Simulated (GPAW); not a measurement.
# HfN (Fm-3m) in GPAW: reference runs

Reference runs on HfN: the cell as given and a disturbed copy.

Everything below comes from runs of GPAW 26.7.0. Logs are shortened: lines on timing, memory, paths and dates and some standing lists are left out, and cuts for length are marked. The log counts tension as positive stress, the text compression.

## Step 1: The structure

The structure is cubic, space group Fm-3m (No. 225). Conventional cell: a = 4.512 Å, b = 4.512 Å, c = 4.512 Å, α = 90.00°, β = 90.00°, γ = 90.00°. Hf (site symmetry m-3m) has 6 N at 2.26 Å as nearest neighbours. Around N (site symmetry m-3m) lie 6 Hf at 2.26 Å.

## Step 2: Single point, PBEsol

run.py

```python
from ase import Atoms
from ase.dft.bandgap import bandgap
from ase.io import write
from ase.units import Bohr, GPa
from gpaw import GPAW, PW, setup_paths
from gpaw.elf import elf_from_dft_calculation

setup_paths.insert(0, '.')

atoms = Atoms(['Hf', 'N'],
              cell=[[0.0, 2.256, 2.256],
                    [2.256, 0.0, 2.256],
                    [2.256, 2.256, 0.0]],
              scaled_positions=[[0.0, 0.0, 0.0],
                                [0.5, 0.5, 0.5]],
              pbc=True)

calc = GPAW(mode=PW(800),
            xc='PBEsol',
            kpts={'size': (10, 10, 10), 'gamma': True},
            occupations={'name': 'fermi-dirac', 'width': 0.05},
            nbands=19,
            convergence={'density': 1e-05, 'energy': 1e-05},
            maxiter=150,
            txt='gpaw.txt')
atoms.calc = calc
energy = atoms.get_potential_energy()
forces = atoms.get_forces()
stress = atoms.get_stress()
calc.write('gs.gpw')
write('result.traj', atoms)
print(f'Energy: {energy:.6f} eV')
print('Forces (eV/A):')
print(forces.round(4))
print('Stress (GPa):', (stress / GPa).round(3))
print('Fermi level:', round(calc.get_fermi_level(), 4), 'eV')
print(f'Gap: {bandgap(calc)[0]:.4f} eV, direct: {bandgap(calc, direct=True)[0]:.4f} eV')

# fields on the real-space grid
write('density.cube', atoms, data=calc.get_pseudo_density() * Bohr**3)
write('potential.cube', atoms, data=calc.get_electrostatic_potential())
write('elf.cube', atoms, data=elf_from_dft_calculation(calc).data)
```

Potentials or basis: PAW data sets generated in the run's folder for this functional, pw.

Launch:

```sh
$ gpaw-setup -f PBEsol Hf N
$ OMP_NUM_THREADS=1 python run.py
```

gpaw.txt:

```text
__  _  _
 | _ |_)|_||  |
 |__||  | ||/\| - 26.7.0

Input parameters:
  mode=PW(ecut=800.0),
  convergence={'density': 1e-05, 'energy': 1e-05},
  kpts=MonkhorstPack(size=(10, 10, 10), gamma=True),
  maxiter=150,
  nbands=19,
  occupations=Occupations(name='fermi-dirac', width=0.05),
  xc=XC(name='PBEsol')

Diagonalizing LCAO Hamiltonian
Converting LCAO to pw mode

              N

       Hf

Atoms  # Å, Bohr magnetons
|   | symbol |        x |        y |        z |    initial magnetic moments |
|---|--------|----------|----------|----------|-----------------------------|
| 0 |     Hf | 0.000000 | 0.000000 | 0.000000 | ( 0.0000,  0.0000,  0.0000) |
| 1 |      N | 2.256000 | 2.256000 | 2.256000 | ( 0.0000,  0.0000,  0.0000) |

Unit cell  # Å
| periodic |        x |        y |        z |  lengths |    angles |
|----------|----------|----------|----------|----------|-----------|
|      yes | 0.000000 | 2.256000 | 2.256000 | 3.190466 | 60.000000 |
|      yes | 2.256000 | 0.000000 | 2.256000 | 3.190466 | 60.000000 |
|      yes | 2.256000 | 2.256000 | 0.000000 | 3.190466 | 60.000000 |

Number of symmetries: 48
Symmetry operations  # r_c * U_cc + t_c -> r_c
|    | kind |            matrix            |
|----|------|------------------------------|
|  0 |  σ   |  1, 0, 0,  1, 0,-1,  1,-1, 0 |
|  1 |  C2  |  1, 0, 0,  1,-1, 0,  1, 0,-1 |
|  2 |  E   |  1, 0, 0,  0, 1, 0,  0, 0, 1 |
|  3 |  σ   |  1, 0, 0,  0, 0, 1,  0, 1, 0 |
|  4 |  C4  |  1, 0,-1,  1, 0, 0,  1,-1, 0 |
|  5 |  S6  |  1, 0,-1,  1,-1, 0,  1, 0, 0 |
|  6 |  σ   |  1, 0,-1,  0, 1,-1,  0, 0,-1 |
|  7 |  C3  |  1, 0,-1,  0, 0,-1,  0, 1,-1 |
|  8 |  S6  |  1,-1, 0,  1, 0, 0,  1, 0,-1 |
|  9 |  C4  |  1,-1, 0,  1, 0,-1,  1, 0, 0 |
| 10 |  C3  |  1,-1, 0,  0,-1, 1,  0,-1, 0 |
| 11 |  σ   |  1,-1, 0,  0,-1, 0,  0,-1, 1 |
| 12 |  σ   |  0, 1, 0,  1, 0, 0,  0, 0, 1 |
| 13 |  C4  |  0, 1, 0,  0, 1,-1, -1, 1, 0 |
| 14 |  C3  |  0, 1, 0,  0, 0, 1,  1, 0, 0 |
| 15 |  S6  |  0, 1, 0, -1, 1, 0,  0, 1,-1 |
| 16 |  C2  |  0, 1,-1,  1, 0,-1,  0, 0,-1 |
| 17 |  σ   |  0, 1,-1,  0, 1, 0, -1, 1, 0 |
| 18 |  S4  |  0, 1,-1,  0, 0,-1,  1, 0,-1 |
| 19 |  C4  |  0, 1,-1, -1, 1, 0,  0, 1, 0 |
| 20 |  C3  |  0, 0, 1,  1, 0, 0,  0, 1, 0 |
| 21 |  σ   |  0, 0, 1,  0, 1, 0,  1, 0, 0 |
| 22 |  S6  |  0, 0, 1,  0,-1, 1, -1, 0, 1 |
| 23 |  C4  |  0, 0, 1, -1, 0, 1,  0,-1, 1 |
| 24 |  S4  |  0, 0,-1,  1, 0,-1,  0, 1,-1 |
| 25 |  C3  |  0, 0,-1,  0, 1,-1,  1, 0,-1 |
| 26 |  C2  |  0, 0,-1,  0,-1, 0, -1, 0, 0 |
| 27 |  S6  |  0, 0,-1, -1, 0, 0,  0,-1, 0 |
| 28 |  S4  |  0,-1, 1,  1,-1, 0,  0,-1, 0 |
| 29 |  C4  |  0,-1, 1,  0, 0, 1, -1, 0, 1 |
| 30 |  C2  |  0,-1, 1,  0,-1, 0,  1,-1, 0 |
| 31 |  σ   |  0,-1, 1, -1, 0, 1,  0, 0, 1 |
| 32 |  C3  |  0,-1, 0,  1,-1, 0,  0,-1, 1 |
| 33 |  S6  |  0,-1, 0,  0, 0,-1, -1, 0, 0 |
| 34 |  S4  |  0,-1, 0,  0,-1, 1,  1,-1, 0 |
| 35 |  C2  |  0,-1, 0, -1, 0, 0,  0, 0,-1 |
| 36 |  C2  | -1, 1, 0,  0, 1, 0,  0, 1,-1 |
| 37 |  S6  | -1, 1, 0,  0, 1,-1,  0, 1, 0 |
| 38 |  S4  | -1, 1, 0, -1, 0, 1, -1, 0, 0 |
| 39 |  C3  | -1, 1, 0, -1, 0, 0, -1, 0, 1 |
| 40 |  S6  | -1, 0, 1,  0, 0, 1,  0,-1, 1 |
| 41 |  C2  | -1, 0, 1,  0,-1, 1,  0, 0, 1 |
| 42 |  C3  | -1, 0, 1, -1, 1, 0, -1, 0, 0 |
| 43 |  S4  | -1, 0, 1, -1, 0, 0, -1, 1, 0 |
| 44 |  C2  | -1, 0, 0,  0, 0,-1,  0,-1, 0 |
| 45 |  i   | -1, 0, 0,  0,-1, 0,  0, 0,-1 |
| 46 |  σ   | -1, 0, 0, -1, 1, 0, -1, 0, 1 |
| 47 |  C2  | -1, 0, 0, -1, 0, 1, -1, 1, 0 |

BZ-sampling:
  Number of BZ points: 1000
  Number of IBZ points: 47

  Monkhorst-Pack size: [10, 10, 10]
  Monkhorst-Pack shift: [0.05, 0.05, 0.05]

K-points  # in reciprocal-cell coordinates
|     |                                coordinates |     weight |
|-----|--------------------------------------------|------------|
|   0 | (  0.00000000,   0.00000000,   0.00000000) | 0.00100000 |
|   1 | (  0.10000000,   0.10000000,   0.00000000) | 0.00600000 |
|   2 | (  0.10000000,   0.10000000,   0.10000000) | 0.00800000 |
|   3 | (  0.20000000,   0.10000000,   0.10000000) | 0.01200000 |
|   4 | (  0.20000000,   0.20000000,   0.00000000) | 0.00600000 |
|   5 | (  0.20000000,   0.20000000,   0.10000000) | 0.02400000 |
|   6 | (  0.20000000,   0.20000000,   0.20000000) | 0.00800000 |
|   7 | (  0.30000000,   0.20000000,   0.10000000) | 0.02400000 |
|   8 | (  0.30000000,   0.20000000,   0.20000000) | 0.02400000 |
|   9 | (  0.30000000,   0.30000000,   0.00000000) | 0.00600000 |
| ... |                                            |            |
|  46 | (  0.50000000,   0.50000000,   0.50000000) | 0.00400000 |

Plane wave coefficients: 1243
Cutoff: 800.0 eV

Spin-components: 1 (collinear spins)
Bands:           19
Projectors:      11
Spin-degeneracy: 2
Datatype:        complex128

Parallelization:
  kpt:    1
  domain: 1
  band:   1

Density:
  Valence electrons: 17.0
  Components: 1
  Grid points: [21 21 21]
  Charge: 0.0  # |e|

Potential:
  Grid points: [21 21 21]

species:
  Hf:
    name:    Hafnium
    Z:       72.0
    valence: 12
    core:    60
    charge:  0.0  # [|e|]
    compensation charges:
      type: gauss
      rc: 0.41  # [Å]
      lmax: 2
    cutoffs:
      filter: 2.36  # [Å]
      core: 4.02  # [Å]
    projectors
    | kind |    occ | energy [eV] | rcut [Å] |
    |------|--------|-------------|----------|
    |   5s |  2.000 |     -66.855 |    1.397 |
    |   6s |  2.000 |      -5.120 |    1.397 |
    |   5p |  6.000 |     -35.615 |    1.307 |
    |   6p |  0.000 |      -1.375 |    1.307 |
    |   5d |  2.000 |      -2.724 |    1.334 |
    |    d |        |      24.487 |    1.334 |

    Using partial waves for Hf as LCAO basis

  N:
    name:    Nitrogen
    Z:       7.0
    valence: 5
    core:    2
    charge:  0.0  # [|e|]
    compensation charges:
      type: gauss
      rc: 0.18  # [Å]
      lmax: 2
    cutoffs:
      filter: 1.11  # [Å]
      core: 0.96  # [Å]
    projectors
    | kind |    occ | energy [eV] | rcut [Å] |
    |------|--------|-------------|----------|
    |   2s |  2.000 |     -18.455 |    0.603 |
    |   2p |  3.000 |      -7.035 |    0.529 |
    |    s |        |       8.756 |    0.603 |
    |    p |        |      20.177 |    0.529 |
    |    d |        |       0.000 |    0.577 |

    Using partial waves for N as LCAO basis

Reference energy: -411238.345407  # eV

eigensolver:
  PPCG
  Converge bands: occupied
  niter=2

density mixing:
  MSR1-Mixer
  Pratt-step length: 0.05
  Maximum mixing coefficient: 0.75
  Old densities: 10
  SVD Regularization: 0.005
  Good broyden scale: 1.0
  Trust region scale: 1.0
  Backstep threshold: 4.0
  History deletion threshold: 6.0
  Fourier metric: weight=20.0, sigma=0.015

occupation numbers:
  Fermi-Dirac:
    width: 0.0500  # eV

poisson solver:
  ecut: 6400.0  # eV

xc functional:
  name: PBEsol with 2 nearest neighbor stencil

convergence criteria:
- Maximum integral of absolute [dens]ity change: 1e-05 electrons / valence electron
- Maximum [total energy] change in last 3 cyles: 1e-05 eV / valence electron
- Maximum integral of absolute [eigenst]ate change: 4e-08 eV^2 / valence electron
maximum number of iterations: 150

SCF iterations
|iter     | |      energy | eigst |  dens |
|---------|-|-------------|-------|-------|
|iter:   1| |  -22.195913 | +0.03 |       |
|iter:   2| |  -21.686101 | -2.43 | -0.92 |
|iter:   3| |  -20.502903 | -1.53 | -0.98 |
|iter:   4| |  -20.506679 | -3.07 | -1.63 |
|iter:   5| |  -20.513211 | -3.33 | -1.85 |
|iter:   6| |  -20.513076 | -5.22 | -2.94 |
|iter:   7| |  -20.513084c| -6.52 | -3.55 |
|iter:   8| |  -20.513085c| -7.67c| -4.12 |
|iter:   9| |  -20.513085c| -8.51c| -5.07c|

Converged in 9 steps
Energy contributions relative to reference atoms: (reference = -411238.345407)

Energy contributions:
  Kinetic:          20.377146
  Coulomb:         -20.587685
  Zero:             -0.270559
  External:          0.000000
  Xc:              -20.028797
  Entropy:          -0.006379
  Spinorbit:         0.000000
  ----------------------------
  Free energy:     -20.516274
  Extrapolated:    -20.513085

dipole moment: (-16.343668, -16.343668, -16.343668)  # |e|*Ang

Fermi level: 13.813
Eigenvalues  # (at kpt = [0.000, 0.000, 0.000])
| band index |      eig [eV] | occ [0-2] |
|------------|---------------|-----------|
|          0 |       -48.714 |     2.000 |
|        ... |               |           |
|          3 |       -17.314 |     2.000 |
|          4 |        -3.660 |     2.000 |
|          5 |        10.805 |     2.000 |
|          6 |        10.805 |     2.000 |
|          7 |        10.805 |     2.000 |
|          8 |        13.400 |     1.999 |
[... 8 lines left out ...]
|         17 |        38.388 |     0.000 |
|         18 |        40.110 |     0.000 |

No gap
No difference between direct/indirect transitions

Forces  # eV/Ang
|        x |        y |       z |
|----------|----------|---------|
|  0.00000 |  0.00000 | 0.00000 |  # Hf   0
| -0.00000 | -0.00000 | 0.00000 |  # N    1

Stress tensor  # eV/Ang^3
|        x |        y |        z |
|----------|----------|----------|
| 0.010085 | 0.000000 | 0.000000 |
| 0.000000 | 0.010085 | 0.000000 |
| 0.000000 | 0.000000 | 0.010085 |

# Writing to gs.gpw (mode='')
```

Run time: 37 s. Hardware: 1 thread of Intel Xeon Platinum 8259CL at 2.50GHz (Skylake/Cascade Lake), shared host; peak memory 0.17 GiB.

Results:

- Free energy: -20.5163 eV
- Pressure: -1.6 GPa
- Band gap on the k mesh: none (metal or under the smearing width)

Levels at points of the mesh, in eV from the Fermi level:
```
           k point  band 7  band 8  band 9  band 10  band 11  band 12
(0.00, 0.00, 0.00)   -3.01   -3.01   -0.41    -0.41    -0.41     1.84
(0.50, 0.50, 0.00)   -3.90   -3.70   -3.70     4.05     5.51     5.51
(0.50, 0.50, 0.50)   -6.23   -6.23    3.27     3.68     3.68     4.41
```

Spin-orbit coupling is left out, which matters for the levels of Hf.

## Step 3: Single point, PBEsol (atoms moved at random, drawn with an rms of 0.05 Å)

run.py, as its differences from that of step 2:

```diff
@@ -3,5 +3,4 @@
 from ase.io import write
-from ase.units import Bohr, GPa
+from ase.units import GPa
 from gpaw import GPAW, PW, setup_paths
-from gpaw.elf import elf_from_dft_calculation
 
@@ -13,4 +12,4 @@
                     [2.256, 2.256, 0.0]],
-              scaled_positions=[[0.0, 0.0, 0.0],
-                                [0.5, 0.5, 0.5]],
+              scaled_positions=[[0.025578, 0.011518, -0.01355],
+                                [0.486813, 0.502851, 0.51365]],
               pbc=True)
@@ -37,6 +36 @@
 print(f'Gap: {bandgap(calc)[0]:.4f} eV, direct: {bandgap(calc, direct=True)[0]:.4f} eV')
-
-# fields on the real-space grid
-write('density.cube', atoms, data=calc.get_pseudo_density() * Bohr**3)
-write('potential.cube', atoms, data=calc.get_electrostatic_potential())
-write('elf.cube', atoms, data=elf_from_dft_calculation(calc).data)
```

Potentials or basis: PAW data sets generated in the run's folder for this functional, pw.

Launch:

```sh
$ gpaw-setup -f PBEsol Hf N
$ OMP_NUM_THREADS=1 python run.py
```

gpaw.txt:

```text
__  _  _
 | _ |_)|_||  |
 |__||  | ||/\| - 26.7.0

Input parameters:
  mode=PW(ecut=800.0),
  convergence={'density': 1e-05, 'energy': 1e-05},
  kpts=MonkhorstPack(size=(10, 10, 10), gamma=True),
  maxiter=150,
  nbands=19,
  occupations=Occupations(name='fermi-dirac', width=0.05),
  xc=XC(name='PBEsol')

Diagonalizing LCAO Hamiltonian
Converting LCAO to pw mode

              N

       Hf

Atoms  # Å, Bohr magnetons
|   | symbol |         x |        y |        z |    initial magnetic moments |
|---|--------|-----------|----------|----------|-----------------------------|
| 0 |     Hf | -0.004584 | 0.027135 | 0.083689 | ( 0.0000,  0.0000,  0.0000) |
| 1 |      N |  2.293226 | 2.257045 | 2.232682 | ( 0.0000,  0.0000,  0.0000) |

Unit cell  # Å
| periodic |        x |        y |        z |  lengths |    angles |
|----------|----------|----------|----------|----------|-----------|
|      yes | 0.000000 | 2.256000 | 2.256000 | 3.190466 | 60.000000 |
|      yes | 2.256000 | 0.000000 | 2.256000 | 3.190466 | 60.000000 |
|      yes | 2.256000 | 2.256000 | 0.000000 | 3.190466 | 60.000000 |

Number of symmetries: 1
[... 150 lines left out ...]
Energy contributions relative to reference atoms: (reference = -411238.345407)

Energy contributions:
  Kinetic:          21.518724
  Coulomb:         -21.517436
  Zero:             -0.269043
  External:          0.000000
  Xc:              -20.159589
  Entropy:          -0.005347
  Spinorbit:         0.000000
  ----------------------------
  Free energy:     -20.432692
  Extrapolated:    -20.430018

dipole moment: (-0.051372, 0.282434, -15.467169)  # |e|*Ang

Fermi level: 13.825
Eigenvalues  # (at kpt = [0.000, 0.000, 0.000])
| band index |      eig [eV] | occ [0-2] |
|------------|---------------|-----------|
|          0 |       -48.698 |     2.000 |
|        ... |               |           |
|          3 |       -17.299 |     2.000 |
|          4 |        -3.659 |     2.000 |
|          5 |        10.560 |     2.000 |
|          6 |        10.592 |     2.000 |
|          7 |        10.626 |     2.000 |
|          8 |        13.411 |     1.999 |
[... 8 lines left out ...]
|         17 |        38.412 |     0.000 |
|         18 |        39.862 |     0.000 |

No gap
No difference between direct/indirect transitions

Forces  # eV/Ang
|        x |        y |        z |
|----------|----------|----------|
|  0.50355 | -0.31547 | -1.30722 |  # Hf   0
| -0.50357 |  0.31547 |  1.30712 |  # N    1

Stress tensor  # eV/Ang^3
|         x |         y |         z |
|-----------|-----------|-----------|
|  0.005258 | -0.000682 | -0.003256 |
| -0.000682 |  0.007751 |  0.002095 |
| -0.003256 |  0.002095 | -0.018783 |

# Writing to gs.gpw (mode='')
```

Wall time 4.7 min (1 thread of Intel Xeon Platinum 8259CL at 2.50GHz (Skylake/Cascade Lake), shared host); peak memory 0.45 GiB.

Results:

```
Free energy            : -20.4327 eV
Pressure               : 0.3 GPa
Largest force          : 1.436 eV/Å
Band gap on the k mesh : none (metal or under the smearing width)
```

Forces in eV/Å, atoms in the order of the input:
```
Hf   0.504 -0.315 -1.307
N   -0.504  0.315  1.307
```

Levels at points of the mesh, in eV from the Fermi level:
```csv
k point,band 5,band 6,band 7,band 8,band 9,band 10,band 11,band 12
"(0.00, 0.00, 0.00)",-17.48,-3.27,-3.23,-3.20,-0.41,-0.21,-0.13,1.80
"(0.00, 0.00, 0.50)",-14.74,-8.95,-6.25,-6.21,3.17,3.57,3.69,4.45
"(0.00, 0.50, 0.00)",-14.73,-8.96,-6.22,-6.18,3.21,3.47,3.65,4.40
"(0.00, 0.50, 0.50)",-16.38,-5.47,-4.62,-3.75,-2.96,4.12,5.49,5.50
"(0.50, 0.00, 0.00)",-14.75,-8.93,-6.27,-6.26,3.17,3.63,3.71,4.52
"(0.50, 0.00, 0.50)",-16.38,-5.47,-4.65,-3.75,-2.92,4.12,5.49,5.50
"(0.50, 0.50, 0.00)",-16.37,-5.44,-4.18,-3.72,-3.42,4.08,5.48,5.49
"(0.50, 0.50, 0.50)",-14.74,-8.95,-6.24,-6.19,3.18,3.53,3.67,4.42
```

The run has no spin-orbit coupling, so splittings on Hf are missing.

## Step 4: Equation of state, PBEsol

run.py

```python
from ase import Atoms
from ase.eos import EquationOfState
from ase.io import Trajectory
from ase.units import GPa
from gpaw import GPAW, PW, setup_paths

setup_paths.insert(0, '.')

atoms = Atoms(['Hf', 'N'],
              cell=[[0.0, 2.256, 2.256],
                    [2.256, 0.0, 2.256],
                    [2.256, 2.256, 0.0]],
              scaled_positions=[[0.0, 0.0, 0.0],
                                [0.5, 0.5, 0.5]],
              pbc=True)

traj = Trajectory('eos.traj', 'w')
volumes, energies = [], []
for x in [0.94, 0.96, 0.98, 1.0, 1.02, 1.04, 1.06]:
    a = atoms.copy()
    a.set_cell(atoms.cell * x**(1 / 3), scale_atoms=True)
    calc = GPAW(mode=PW(800),
                xc='PBEsol',
                kpts={'size': (10, 10, 10), 'gamma': True},
                occupations={'name': 'fermi-dirac', 'width': 0.05},
                nbands=19,
                convergence={'density': 1e-05, 'energy': 1e-05},
                maxiter=150,
                txt=f'eos-{x:.2f}.txt')
    a.calc = calc
    energies.append(a.get_potential_energy(force_consistent=True))
    volumes.append(a.get_volume())
    p = -a.get_stress()[:3].mean() / GPa
    calc.write(f'eos-{x:.2f}.gpw')
    traj.write(a)
    print(f'{x:.2f} {volumes[-1]:10.4f} A^3 {energies[-1]:14.6f} eV {p:9.3f} GPa', flush=True)

v0, e0, B = EquationOfState(volumes, energies, eos='birchmurnaghan').fit()
print(f'V0 = {v0:.4f} A^3, E0 = {e0:.6f} eV, B0 = {B / GPa:.2f} GPa')
```

Launch:

```sh
$ gpaw-setup -f PBEsol Hf N
$ OMP_NUM_THREADS=1 python run.py
```

Wall time 3.7 min (1 thread of Intel Xeon Platinum 8259CL at 2.50GHz (Skylake/Cascade Lake), shared host); peak memory 0.26 GiB.

Results (log left out):

```
Equilibrium volume                      : 11.44 Å³/atom
Bulk modulus                            : 290 GPa
Pressure derivative of the bulk modulus : 4.4
```

Energy against volume, from the lowest point:
| volume (Å³/atom) | energy (meV/atom) |
| --- | --- |
| 10.793 | 36.72 |
| 11.023 | 14.64 |
| 11.252 | 2.77 |
| 11.482 | 0.00 |
| 11.712 | 5.46 |
| 11.941 | 18.23 |
| 12.171 | 37.62 |

## Step 5: Overview

```tsv
task	cell	gap on the mesh (eV)	pressure (GPa)
single point	as given	none	-1.6
single point	atoms moved at random, drawn with an rms of 0.05 Å	none	0.3
equation of state	as given	-	-
```

Alike in all rows: level PBEsol; potentials or basis PAW data sets generated in the run's folder for this functional, pw; no spin polarisation; k mesh 10 × 10 × 10; cutoff (eV) 800; smearing fermi-dirac 0.05 eV.

Absolute energies hang on the potentials; compare differences alone.
